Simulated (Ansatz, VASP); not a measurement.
**Two plane-wave programs on Ce**

```xyz
1
Lattice="0.0000 2.4839 2.4839 2.4839 0.0000 2.4839 2.4839 2.4839 0.0000" Properties=species:S:1:pos:R:3 pbc="T T T"
Ce    0.0000    0.0000    0.0000
```

Alike in both runs: task single point; functional RPBE; k mesh 15 × 15 × 15; occupations fermi-dirac, width 0.1 eV; no spin polarisation.

|  | VASP | Ansatz |
| --- | --- | --- |
| version | VASP 6.6.1 | Ansatz 0.2.0 |
| potentials or method | VASP PAW PBE potentials, release 64 (Ce) | plane waves (420 eV) with PAW, scalar-relativistic |
| plane-wave cutoff (eV) | 520 | 420 |
| valence electrons in the cell | 12 | 12 |

Ansatz gave:

| Quantity | Value |
| --- | --- |
| pressure (GPa) | -1.9 |

Q: Estimate VASP's values.

A: Pressure (GPa): -2.1.

Caveats: the PAW data sets were made with another functional, which shifts forces and pressure a little (VASP). Spin-orbit coupling is left out, which matters for the levels of Ce. Spin polarisation is off, so any magnetic state and its effect on volume and gap are missing.
